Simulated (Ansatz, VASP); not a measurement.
One calculation of Ge, two programs

```
Ge
1.0
     3.99759    0.00000    0.00000
    -1.99879    3.46201    0.00000
     0.00000    0.00000    6.59938
Ge
4
Direct
  0.66667 0.33333 0.06290
  0.33333 0.66667 0.56290
  0.66667 0.33333 0.43710
  0.33333 0.66667 0.93710
```

This isn't the form of Ge at room conditions, which is diamond.

Alike in both runs: task relaxation of cell and atoms; functional PBE; k mesh 12 × 12 × 6; occupations gaussian, width 0.01 eV; no spin polarisation.

|  | VASP | Ansatz |
| --- | --- | --- |
| version | VASP 6.6.1 | Ansatz 0.2.0 |
| potentials or method | VASP PAW PBE potentials, release 64 (Ge_d) | scalar-relativistic, plane waves, PAW |
| plane-wave cutoff (eV) | 600 | 420 |
| valence electrons in the cell | 56 | 56 |

VASP gave:

- gap on the k mesh at the Fermi level, each at its own relaxed structure (eV): none
- relaxed volume (Å³/atom): 23.83
- relaxed cell length with the largest relative difference (Å): 4.056
- energy change over the relaxation (meV/atom): -9

Task: Which values does Ansatz return?

Result: gap on the k mesh at the Fermi level, each at its own relaxed structure (eV): none; relaxed volume (Å³/atom): 23.86; relaxed cell length with the largest relative difference (Å): 4.058; energy change over the relaxation (meV/atom): -9.

A gap of «none» marks a metal or a gap that the smearing closes.
